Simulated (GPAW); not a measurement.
# Zn (P6_3/mmc) in GPAW: settings compared

Aim: see how the results for Zn move with the level of theory and the settings. Levels: PBE, revPBE+D3(BJ), RPBE+D4, rSCAN, r2SCAN. Tasks: single point, relaxation of cell and atoms.

All numbers are computed with GPAW 26.7.0; they aren't measurements. Logs are shortened: lines on timing, memory, paths and dates and some standing lists are left out, and cuts for length are marked. The log counts tension as positive stress, the text compression.

**1. The structure**

The structure is hexagonal, space group P6_3/mmc (No. 194). The conventional cell has a = 2.670 Å, b = 2.670 Å, c = 4.966 Å, α = 90.00°, β = 90.00°, γ = 120.00°. Zn (site symmetry -6m2) is surrounded by 12 Zn at 2.67 to 2.92 Å.

**2. Single point, PBE**

Contents of run.py:

```python
from ase.dft.bandgap import bandgap
from ase.io import write
from ase.spacegroup import crystal
from ase.units import GPa
from gpaw import GPAW, PW

# Zn 2c
atoms = crystal(['Zn'],
                basis=[[0.6666666667, 0.3333333333, 0.75]],
                spacegroup=194, setting=1,  # P6_3/mmc
                cellpar=[2.67, 2.67, 4.966, 90.0, 90.0, 120.0],
                primitive_cell=True)

calc = GPAW(mode=PW(600),
            xc='PBE',
            kpts={'size': (18, 18, 9), 'gamma': True},
            occupations={'name': 'fermi-dirac', 'width': 0.05},
            nbands=21,
            convergence={'density': 1e-05, 'energy': 1e-05},
            maxiter=50,
            txt='gpaw.txt')
atoms.calc = calc
energy = atoms.get_potential_energy()
forces = atoms.get_forces()
stress = atoms.get_stress()
calc.write('gs.gpw')
write('result.traj', atoms)
print(f'Energy: {energy:.6f} eV')
print('Forces (eV/A):')
print(forces.round(4))
print('Stress (GPa):', (stress / GPa).round(3))
print('Fermi level:', round(calc.get_fermi_level(), 4), 'eV')
print(f'Gap: {bandgap(calc)[0]:.4f} eV, direct: {bandgap(calc, direct=True)[0]:.4f} eV')
```

Potentials or basis: GPAW PAW data sets (gpaw-data 1.2.1), pw.

Run with:

```console
OMP_NUM_THREADS=1 python run.py
```

gpaw.txt:

```text
__  _  _
 | _ |_)|_||  |
 |__||  | ||/\| - 26.7.0

Input parameters:
  mode=PW(ecut=600.0),
  convergence={'density': 1e-05, 'energy': 1e-05},
  kpts=MonkhorstPack(size=(18, 18, 9), gamma=True),
  maxiter=50,
  nbands=21,
  occupations=Occupations(name='fermi-dirac', width=0.05),
  xc=XC(name='PBE')

Diagonalizing LCAO Hamiltonian
Converting LCAO to pw mode

          Zn

        Zn

Atoms  # Å, Bohr magnetons
|   | symbol |         x |        y |        z |    initial magnetic moments |
|---|--------|-----------|----------|----------|-----------------------------|
| 0 |     Zn |  1.335000 | 0.770763 | 3.724500 | ( 0.0000,  0.0000,  0.0000) |
| 1 |     Zn | -0.000000 | 1.541525 | 1.241500 | ( 0.0000,  0.0000,  0.0000) |

Unit cell  # Å
| periodic |         x |        y |        z |  lengths |     angles |
|----------|-----------|----------|----------|----------|------------|
|      yes |  2.670000 | 0.000000 | 0.000000 | 2.670000 |  90.000000 |
|      yes | -1.335000 | 2.312288 | 0.000000 | 2.670000 |  90.000000 |
|      yes |  0.000000 | 0.000000 | 4.966000 | 4.966000 | 120.000000 |

Number of symmetries: 12
Symmetry operations  # r_c * U_cc + t_c -> r_c
|    | kind |            matrix            |
|----|------|------------------------------|
|  0 |  σ   |  1, 1, 0,  0,-1, 0,  0, 0, 1 |
|  1 |  S6  |  1, 1, 0, -1, 0, 0,  0, 0,-1 |
|  2 |  E   |  1, 0, 0,  0, 1, 0,  0, 0, 1 |
|  3 |  C2  |  1, 0, 0, -1,-1, 0,  0, 0,-1 |
|  4 |  C2  |  0, 1, 0,  1, 0, 0,  0, 0,-1 |
|  5 |  C3  |  0, 1, 0, -1,-1, 0,  0, 0, 1 |
|  6 |  S6  |  0,-1, 0,  1, 1, 0,  0, 0,-1 |
|  7 |  σ   |  0,-1, 0, -1, 0, 0,  0, 0, 1 |
|  8 |  σ   | -1, 0, 0,  1, 1, 0,  0, 0, 1 |
|  9 |  i   | -1, 0, 0,  0,-1, 0,  0, 0,-1 |
| 10 |  C3  | -1,-1, 0,  1, 0, 0,  0, 0, 1 |
| 11 |  C2  | -1,-1, 0,  0, 1, 0,  0, 0,-1 |

BZ-sampling:
  Number of BZ points: 2916
  Number of IBZ points: 293

  Monkhorst-Pack size: [18, 18, 9]
  Monkhorst-Pack shift: [0.027777777777777776, 0.027777777777777776, 0.0]

K-points  # in reciprocal-cell coordinates
|     |                                coordinates |     weight |
|-----|--------------------------------------------|------------|
|   0 | ( -0.00000000,  -0.00000000,   0.00000000) | 0.00034294 |
|   1 | ( -0.00000000,  -0.00000000,   0.11111111) | 0.00068587 |
|   2 | ( -0.00000000,  -0.00000000,   0.22222222) | 0.00068587 |
|   3 | ( -0.00000000,  -0.00000000,   0.33333333) | 0.00068587 |
|   4 | ( -0.00000000,  -0.00000000,   0.44444444) | 0.00068587 |
|   5 | (  0.05555556,  -0.00000000,  -0.44444444) | 0.00205761 |
|   6 | (  0.05555556,  -0.00000000,  -0.33333333) | 0.00205761 |
|   7 | (  0.05555556,  -0.00000000,  -0.22222222) | 0.00205761 |
|   8 | (  0.05555556,  -0.00000000,  -0.11111111) | 0.00205761 |
|   9 | (  0.05555556,  -0.00000000,   0.00000000) | 0.00205761 |
| ... |                                            |            |
| 292 | (  0.50000000,   0.50000000,   0.44444444) | 0.00205761 |

Plane wave coefficients: 1064
Cutoff: 600.0 eV

Spin-components: 1 (collinear spins)
Bands:           21
Projectors:      12
Spin-degeneracy: 2
Datatype:        complex128

Parallelization:
  kpt:    1
  domain: 1
  band:   1

Density:
  Valence electrons: 24.0
  Components: 1
  Grid points: [16 16 30]
  Charge: 0.0  # |e|

Potential:
  Grid points: [16 16 30]

species:
  Zn:
    name:    Zinc
    Z:       30.0
    valence: 12
    core:    18
    charge:  0.0  # [|e|]
    compensation charges:
      type: gauss
      rc: 0.37  # [Å]
      lmax: 2
    cutoffs:
      filter: 2.14  # [Å]
      core: 2.28  # [Å]
    projectors
    | kind |    occ | energy [eV] | rcut [Å] |
    |------|--------|-------------|----------|
    |   4s |  2.000 |      -5.977 |    1.286 |
    |   4p |  0.000 |      -1.117 |    1.270 |
    |   3d | 10.000 |     -10.142 |    1.180 |
    |    s |        |      21.234 |    1.286 |
    |    p |        |      26.095 |    1.270 |
    |    d |        |      17.070 |    1.180 |

    Using partial waves for Zn as LCAO basis

Reference energy: -97722.653306  # eV

eigensolver:
  PPCG
  Converge bands: occupied
  niter=2

density mixing:
  MSR1-Mixer
  Pratt-step length: 0.05
  Maximum mixing coefficient: 0.75
  Old densities: 10
  SVD Regularization: 0.005
  Good broyden scale: 1.0
  Trust region scale: 1.0
  Backstep threshold: 4.0
  History deletion threshold: 6.0
  Fourier metric: weight=20.0, sigma=0.015

occupation numbers:
  Fermi-Dirac:
    width: 0.0500  # eV

poisson solver:
  ecut: 4800.0  # eV

xc functional:
  name: PBE with 2 nearest neighbor stencil

convergence criteria:
- Maximum integral of absolute [dens]ity change: 1e-05 electrons / valence electron
- Maximum [total energy] change in last 3 cyles: 1e-05 eV / valence electron
- Maximum integral of absolute [eigenst]ate change: 4e-08 eV^2 / valence electron
maximum number of iterations: 50

SCF iterations
|iter     | |      energy | eigst |  dens |
|---------|-|-------------|-------|-------|
|iter:   1| |   -2.536612 | +0.21 |       |
|iter:   2| |   -2.487749 | -2.69 | -1.40 |
|iter:   3| |   -2.374641 | -1.74 | -1.45 |
|iter:   4| |   -2.379993 | -3.08 | -1.90 |
|iter:   5| |   -2.381243 | -3.11 | -2.26 |
|iter:   6| |   -2.381314 | -4.88 | -3.63 |
|iter:   7| |   -2.381331c| -5.63 | -3.77 |
|iter:   8| |   -2.381331c| -7.21 | -4.44 |
|iter:   9| |   -2.381331c| -7.98c| -4.87 |
|iter:  10| |   -2.381331c| -7.61c| -5.56c|

Converged in 10 steps
Energy contributions relative to reference atoms: (reference = -97722.653306)

Energy contributions:
  Kinetic:          -3.471696
  Coulomb:           6.486656
  Zero:             -0.052296
  External:          0.000000
  Xc:               -5.342358
  Entropy:          -0.003272
  Spinorbit:         0.000000
  ----------------------------
  Free energy:      -2.382968
  Extrapolated:     -2.381331

dipole moment: (-0.000000, -0.000000, -0.000000)  # |e|*Ang

Fermi level: 6.692
Eigenvalues  # (at kpt = [-0.000, -0.000, 0.000])
| band index |      eig [eV] | occ [0-2] |
|------------|---------------|-----------|
|          0 |        -3.750 |     2.000 |
|        ... |               |           |
|          5 |        -0.999 |     2.000 |
|          6 |        -0.999 |     2.000 |
|          7 |        -0.674 |     2.000 |
|          8 |        -0.674 |     2.000 |
|          9 |        -0.472 |     2.000 |
|         10 |        -0.472 |     2.000 |
|         11 |         2.977 |     2.000 |
|         12 |         3.528 |     2.000 |
|         13 |        20.009 |     0.000 |
|         14 |        23.535 |     0.000 |
|         15 |        23.889 |     0.000 |
|         16 |        23.889 |     0.000 |
|         17 |        25.482 |     0.000 |
|         18 |        25.482 |     0.000 |
|         19 |        25.580 |     0.000 |
|         20 |        26.777 |     0.000 |

No gap
No difference between direct/indirect transitions

Forces  # eV/Ang
|        x |       y |        z |
|----------|---------|----------|
| -0.00000 | 0.00000 |  0.00004 |  # Zn   0
|  0.00000 | 0.00000 | -0.00004 |  # Zn   1

Stress tensor  # eV/Ang^3
|        x |         y |         z |
|----------|-----------|-----------|
| 0.012856 |  0.000000 |  0.000000 |
| 0.000000 |  0.012856 | -0.000000 |
| 0.000000 | -0.000000 | -0.003777 |

# Writing to gs.gpw (mode='')
```

stdout:

```text
Energy: -2.381331 eV
Forces (eV/A):
[[-0.  0.  0.]
 [ 0.  0. -0.]]
Stress (GPa): [ 2.06   2.06  -0.605 -0.     0.     0.   ]
Fermi level: 6.692 eV
Gap: 0.0000 eV, direct: 0.0000 eV
```

Wall time 1.8 min (1 thread of Arm Neoverse V1, shared host); peak memory 0.28 GiB.

Results:

```yaml
Free_energy: -2.3830 eV
Pressure: -1.2 GPa
Band_gap_on_the_k_mesh: none (metal or under the smearing width)
```

Levels at points of the mesh, in eV from the Fermi level:
```
           k point  band 9  band 10  band 11  band 12  band 13  band 14  band 15  band 16
(0.00, 0.00, 0.00)   -7.37    -7.16    -7.16    -3.72    -3.16    13.32    16.84    17.20
(0.50, 0.50, 0.00)   -6.99    -6.97    -2.92    -2.26     2.47     3.41     3.92     5.55
```

**3. Relaxation of cell and atoms, revPBE+D3(BJ)**

Contents of run.py:

```python
from ase.calculators.mixing import SumCalculator
from ase.filters import FrechetCellFilter
from ase.io import read, write
from ase.optimize import BFGS
from dftd3.ase import DFTD3
from gpaw import GPAW, PW

atoms = read('Zn.xyz')

calc = GPAW(mode=PW(600),
            xc='revPBE',
            kpts={'size': (8, 8, 4), 'gamma': True},
            occupations={'name': 'fermi-dirac', 'width': 0.05},
            nbands=21,
            convergence={'density': 1e-05, 'energy': 1e-05},
            maxiter=150,
            txt='gpaw.txt')
atoms.calc = SumCalculator([calc, DFTD3(method='revpbe', damping='d3bj')])
opt = BFGS(FrechetCellFilter(atoms), trajectory='relax.traj', logfile='-')
done = opt.run(fmax=0.02, steps=100)
calc.write('gs.gpw')
write('result.traj', atoms)
print('Converged:', done)
print('Cell:', atoms.cell.cellpar().round(4))
print('Volume:', round(atoms.get_volume(), 4))
print(atoms.get_scaled_positions().round(5))
```

Contents of Zn.xyz:

```xyz
2
Lattice="2.6700000000 0.0000000000 0.0000000000 -1.3350000000 2.3122878281 0.0000000000 0.0000000000 0.0000000000 4.9660000000" Properties=species:S:1:pos:R:3 pbc="T T T"
Zn     1.3350000001      0.7707626093      3.7245000000
Zn    -0.0000000001      1.5415252188      1.2415000000
```

Potentials or basis: the program's PAW data sets (release 1.2.1) made for this functional, pw.

Run with:

```console
OMP_NUM_THREADS=1 python run.py
```

gpaw.txt:

```text
__  _  _
 | _ |_)|_||  |
 |__||  | ||/\| - 26.7.0

Input parameters:
  mode=PW(ecut=600.0),
  convergence={'density': 1e-05, 'energy': 1e-05},
  kpts=MonkhorstPack(size=(8, 8, 4), gamma=True),
  maxiter=150,
  nbands=21,
  occupations=Occupations(name='fermi-dirac', width=0.05),
  xc=XC(name='revPBE')

Diagonalizing LCAO Hamiltonian
Converting LCAO to pw mode

          Zn

        Zn

Atoms  # Å, Bohr magnetons
|   | symbol |         x |        y |        z |    initial magnetic moments |
|---|--------|-----------|----------|----------|-----------------------------|
| 0 |     Zn |  1.335000 | 0.770763 | 3.724500 | ( 0.0000,  0.0000,  0.0000) |
| 1 |     Zn | -0.000000 | 1.541525 | 1.241500 | ( 0.0000,  0.0000,  0.0000) |

Unit cell  # Å
| periodic |         x |        y |        z |  lengths |     angles |
|----------|-----------|----------|----------|----------|------------|
|      yes |  2.670000 | 0.000000 | 0.000000 | 2.670000 |  90.000000 |
|      yes | -1.335000 | 2.312288 | 0.000000 | 2.670000 |  90.000000 |
|      yes |  0.000000 | 0.000000 | 4.966000 | 4.966000 | 120.000000 |

Number of symmetries: 12
Symmetry operations  # r_c * U_cc + t_c -> r_c
|    | kind |            matrix            |
|----|------|------------------------------|
|  0 |  σ   |  1, 1, 0,  0,-1, 0,  0, 0, 1 |
|  1 |  S6  |  1, 1, 0, -1, 0, 0,  0, 0,-1 |
|  2 |  E   |  1, 0, 0,  0, 1, 0,  0, 0, 1 |
|  3 |  C2  |  1, 0, 0, -1,-1, 0,  0, 0,-1 |
|  4 |  C2  |  0, 1, 0,  1, 0, 0,  0, 0,-1 |
|  5 |  C3  |  0, 1, 0, -1,-1, 0,  0, 0, 1 |
|  6 |  S6  |  0,-1, 0,  1, 1, 0,  0, 0,-1 |
|  7 |  σ   |  0,-1, 0, -1, 0, 0,  0, 0, 1 |
|  8 |  σ   | -1, 0, 0,  1, 1, 0,  0, 0, 1 |
[... 187 lines left out ...]
Atoms  # Å, Bohr magnetons
|   | symbol |         x |        y |        z |    initial magnetic moments |
|---|--------|-----------|----------|----------|-----------------------------|
| 0 |     Zn |  1.330088 | 0.767926 | 3.700171 | ( 0.0000,  0.0000,  0.0000) |
| 1 |     Zn | -0.000000 | 1.535853 | 1.233391 | ( 0.0000,  0.0000,  0.0000) |

Unit cell  # Å
| periodic |         x |         y |        z |  lengths |     angles |
|----------|-----------|-----------|----------|----------|------------|
|      yes |  2.660175 | -0.000000 | 0.000000 | 2.660175 |  90.000000 |
|      yes | -1.330088 |  2.303779 | 0.000000 | 2.660175 |  90.000000 |
|      yes |  0.000000 |  0.000000 | 4.933561 | 4.933561 | 120.000000 |

Number of symmetries: 12
Symmetry operations  # r_c * U_cc + t_c -> r_c
|    | kind |            matrix            |
|----|------|------------------------------|
|  0 |  σ   |  1, 1, 0,  0,-1, 0,  0, 0, 1 |
|  1 |  S6  |  1, 1, 0, -1, 0, 0,  0, 0,-1 |
|  2 |  E   |  1, 0, 0,  0, 1, 0,  0, 0, 1 |
|  3 |  C2  |  1, 0, 0, -1,-1, 0,  0, 0,-1 |
|  4 |  C2  |  0, 1, 0,  1, 0, 0,  0, 0,-1 |
|  5 |  C3  |  0, 1, 0, -1,-1, 0,  0, 0, 1 |
|  6 |  S6  |  0,-1, 0,  1, 1, 0,  0, 0,-1 |
|  7 |  σ   |  0,-1, 0, -1, 0, 0,  0, 0, 1 |
|  8 |  σ   | -1, 0, 0,  1, 1, 0,  0, 0, 1 |
[... 1436 lines left out ...]
Stress tensor  # eV/Ang^3
|         x |         y |         z |
|-----------|-----------|-----------|
| -0.133053 | -0.000000 | -0.000000 |
| -0.000000 | -0.133053 |  0.000000 |
| -0.000000 |  0.000000 | -0.039700 |

Forces  # eV/Ang
|        x |       y |        z |
|----------|---------|----------|
| -0.00000 | 0.00000 | -0.00006 |  # Zn   0
|  0.00000 | 0.00000 |  0.00006 |  # Zn   1

Interpolating wave functions to new cell

          Zn
[... 196 lines left out ...]
Stress tensor  # eV/Ang^3
|         x |         y |         z |
|-----------|-----------|-----------|
| -0.070028 | -0.000000 |  0.000000 |
| -0.000000 | -0.070028 | -0.000000 |
| -0.000000 | -0.000000 | -0.045504 |

Forces  # eV/Ang
|       x |       y |        z |
|---------|---------|----------|
| 0.00000 | 0.00000 |  0.00003 |  # Zn   0
| 0.00000 | 0.00000 | -0.00003 |  # Zn   1

Interpolating wave functions to new cell

          Zn
[... 195 lines left out ...]
Stress tensor  # eV/Ang^3
|         x |         y |         z |
|-----------|-----------|-----------|
| -0.053353 | -0.000000 |  0.000000 |
| -0.000000 | -0.053353 |  0.000000 |
|  0.000000 |  0.000000 | -0.087434 |

Forces  # eV/Ang
|        x |       y |        z |
|----------|---------|----------|
| -0.00000 | 0.00000 | -0.00002 |  # Zn   0
|  0.00000 | 0.00000 |  0.00002 |  # Zn   1

Interpolating wave functions to new cell

          Zn
[... 195 lines left out ...]
Stress tensor  # eV/Ang^3
|         x |         y |         z |
|-----------|-----------|-----------|
| -0.063380 | -0.000000 |  0.000000 |
| -0.000000 | -0.063380 | -0.000000 |
|  0.000000 | -0.000000 | -0.064874 |

Forces  # eV/Ang
|        x |       y |        z |
|----------|---------|----------|
|  0.00000 | 0.00000 |  0.00005 |  # Zn   0
| -0.00000 | 0.00000 | -0.00005 |  # Zn   1

Interpolating wave functions to new cell

          Zn
[... 201 lines left out ...]
Forces  # eV/Ang
|        x |        y |        z |
|----------|----------|----------|
|  0.00000 |  0.00000 |  0.00002 |  # Zn   0
| -0.00000 | -0.00000 | -0.00002 |  # Zn   1

# Writing to gs.gpw (mode='')
```

stdout:

```text
Step          Energy          fmax
BFGS:    0       -3.262648        0.917506
BFGS:    1       -3.281071        0.882090
BFGS:    2       -3.344803        0.675753
BFGS:    3       -3.356441        0.395428
BFGS:    4       -3.369788        0.479543
BFGS:    5       -3.336621        0.351901
BFGS:    6       -3.399134        0.215256
BFGS:    7       -3.271566        0.854500
BFGS:    8       -3.403621        0.265291
BFGS:    9       -3.398037        0.297086
BFGS:   10       -3.407646        0.035778
BFGS:   11       -3.407720        0.018564
Converged: True
Cell: [  2.6702   2.6702   4.441   90.      90.     120.    ]
Volume: 27.4225
[[0.66667 0.33333 0.75   ]
 [0.33333 0.66667 0.25   ]]
```

Run time: 2.1 min. Hardware: 1 thread of Arm Neoverse V1, shared host; peak memory 0.23 GiB.

Results:

| Property | Result |
| --- | --- |
| Free energy | -3.4083 eV |
| Relaxed volume | 13.71 Å³/atom |
| Relaxed cell | a = 2.670 Å, b = 2.670 Å, c = 4.441 Å, α = 90.00°, β = 90.00°, γ = 120.00° |
| Space group after relaxing (to 0.05 Å) | P6_3/mmc (No. 194) |
| Energy gained by relaxing | 72.5 meV/atom |
| Ionic steps | 12 |
| Pressure after relaxing | -0.2 GPa |
| Band gap on the k mesh | none (metal or under the smearing width) |
| Dispersion energy per atom | -0.865 eV |

The path:
| step | energy change (eV) | largest force (eV/Å) | pressure (GPa) | volume (Å³) |
| --- | --- | --- | --- | --- |
| 1 | 0.0000 | 0.0000 | -6.79 | 30.66 |
| 2 | -0.0184 | 0.0000 | -6.05 | 30.24 |
| 3 | -0.0822 | 0.0001 | 4.28 | 26.52 |
| 4 | -0.0938 | 0.0001 | 1.47 | 27.21 |
| 5 | -0.1071 | 0.0000 | 0.24 | 27.42 |
| 6 | -0.0740 | 0.0000 | -1.85 | 28.05 |
| 7 | -0.1365 | 0.0000 | -0.86 | 27.64 |
| 8 | -0.0089 | 0.0001 | 5.37 | 26.92 |
| 9 | -0.1410 | 0.0000 | -0.56 | 27.54 |
| 10 | -0.1354 | 0.0000 | -0.18 | 27.46 |
| 11 | -0.1450 | 0.0000 | -0.31 | 27.46 |
| 12 | -0.1451 | 0.0000 | -0.17 | 27.42 |

Final structure:
```
Zn
1.0
     2.67024    0.00000    0.00000
    -1.33512    2.31249    0.00000
     0.00000    0.00000    4.44095
Zn
2
Direct
  0.66667 0.33333 0.75000
  0.33333 0.66667 0.25000
```

Caveat: later steps reuse the first step's grids; the volume moved by -11 % from the deposited cell, more than functionals usually miss; pairwise dispersion overbinds metals, which lowers pressure and volume.

(Continued in part 2 of 2.)
